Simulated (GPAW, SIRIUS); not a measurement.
Given: the input of a run of GPAW 26.7.0 (ASE script) on Ge. This isn't the form of Ge at room conditions, which is diamond.

File run.py:

```python
from ase import Atoms
from ase.dft.bandgap import bandgap
from ase.io import write
from ase.units import Bohr, GPa
from gpaw import GPAW, PW
from gpaw.elf import elf_from_dft_calculation

atoms = Atoms(['Ge'],
              cell=[[2.71047, 0.0, 0.0],
                    [0.0, 2.71047, 0.0],
                    [0.0, 0.0, 2.71047]],
              scaled_positions=[[0.0, 0.0, 0.0]],
              pbc=True)

calc = GPAW(mode=PW(600),
            xc='PBE',
            kpts={'size': (10, 10, 10), 'gamma': True},
            occupations={'name': 'fermi-dirac', 'width': 0.05},
            nbands=8,
            convergence={'density': 1e-05, 'energy': 1e-05},
            maxiter=150,
            txt='gpaw.txt')
atoms.calc = calc
energy = atoms.get_potential_energy()
forces = atoms.get_forces()
stress = atoms.get_stress()
calc.write('gs.gpw')
write('result.traj', atoms)
print(f'Energy: {energy:.6f} eV')
print('Forces (eV/A):')
print(forces.round(4))
print('Stress (GPa):', (stress / GPa).round(3))
print('Fermi level:', round(calc.get_fermi_level(), 4), 'eV')
print(f'Gap: {bandgap(calc)[0]:.4f} eV, direct: {bandgap(calc, direct=True)[0]:.4f} eV')

# fields on the real-space grid
write('density.cube', atoms, data=calc.get_pseudo_density() * Bohr**3)
write('potential.cube', atoms, data=calc.get_electrostatic_potential())
write('elf.cube', atoms, data=elf_from_dft_calculation(calc).data)
```

Potentials or basis: GPAW PAW data sets (gpaw-data 1.2.1), pw.

Command:

```sh
$ OMP_NUM_THREADS=1 python run.py
```

Problem. Translate it to SIRIUS 7.10.0. Potentials or basis there: PseudoDojo 0.4.1 PBE standard (scalar relativistic), cutoff 1078 eV.

Solution. As run (cutoffs and basis follow the program's own potentials, and thresholds, step limits or extra output files can differ):

The input sirius.json:

```json
{
  "control": {
    "processing_unit": "cpu",
    "verbosity": 2,
    "num_bands_to_print": 14,
    "print_forces": true,
    "print_stress": true
  },
  "parameters": {
    "electronic_structure_method": "pseudopotential",
    "xc_functionals": ["XC_GGA_X_PBE", "XC_GGA_C_PBE"],
    "gk_cutoff": 8.9,
    "pw_cutoff": 17.8,
    "ngridk": [10, 10, 10],
    "shiftk": [0, 0, 0],
    "smearing": "fermi_dirac",
    "smearing_width": 0.0018374661,
    "num_bands": 14,
    "num_mag_dims": 0,
    "num_dft_iter": 100,
    "energy_tol": 1e-08,
    "density_tol": 1e-06
  },
  "iterative_solver": {
    "type": "davidson",
    "min_tolerance": 1e-09,
    "tolerance_scale": [0.1, 0.25]
  },
  "mixer": {
    "type": "anderson",
    "beta": 0.7,
    "max_history": 8
  },
  "settings": {
    "tol_ne": 1e-10,
    "pseudo_grid_cutoff": 6.5
  },
  "unit_cell": {
    "lattice_vectors": [
      [5.122045969014, 0.0, 0.0],
      [0.0, 5.122045969014, 0.0],
      [0.0, 0.0, 5.122045969014]
    ],
    "atom_coordinate_units": "lattice",
    "atom_types": ["Ge"],
    "atom_files": {
      "Ge": "Ge.json"
    },
    "atoms": {
      "Ge": [
        [0.0, 0.0, 0.0]
      ]
    }
  }
}
```

Potentials or basis: PseudoDojo 0.4.1 PBE standard (scalar relativistic).

The run is started by

```bash
$ upf_to_json Ge.upf
$ OMP_NUM_THREADS=1 sirius.scf --input=sirius.json --output=out.json --task=0
```

Both were run:

|  | GPAW | SIRIUS |
| --- | --- | --- |
| Pressure | -0.6 GPa | -0.4 GPa |

The potentials hold 4 and 14 valence electrons a cell.

Pressure is positive in compression.
